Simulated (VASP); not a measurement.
Here is a VASP 6.6.1 calculation.

File INCAR:

```
SYSTEM = Au
  PREC = Accurate
  ENCUT = 600
  EDIFF = 1E-7
  ISMEAR = -1
  SIGMA = 0.05
  LREAL = .FALSE.
  LASPH = .TRUE.
  NELM = 100
  ALGO = Fast
  ISIF = 3
  LWAVE = .FALSE.
  LCHARG = .FALSE.
  GGA = PE
  IVDW = 2
  IBRION = 2
  NSW = 40
  EDIFFG = -0.005
```

KPOINTS

```
Automatic mesh
0
G
  11 11 11
  0 0 0
```

POSCAR

```
Au
1.0
    0.0000000000      2.0350000000      2.0350000000
    2.0350000000      0.0000000000      2.0350000000
    2.0350000000      2.0350000000      0.0000000000
Au
1
Direct
    0.0000000000      0.0000000000      0.0000000000
```

Potentials or basis: VASP PAW PBE potentials, release 64 (Au).

Run with:

```console
$ cat potpaw_PBE.64/Au/POTCAR > POTCAR
$ mpirun -np 1 vasp_std > vasp.out
```

(1) What does it give for the relaxed volume?

(2) What does it give for the band gap on the k mesh?

(3) Predict the space group after relaxing (to 0.05 Å).

(4) Predict the relaxed cell.

Answers

(1) 17.37 Å³/atom.

(2) none (metal or under the smearing width).

(3) Fm-3m (No. 225).

(4) a = 2.907 Å, b = 2.907 Å, c = 2.907 Å, α = 60.00°, β = 60.00°, γ = 60.00°.

Caveat: atom-pairwise D2, TS and ULG terms overbind metals; pairwise dispersion overbinds metals, which lowers pressure and volume.
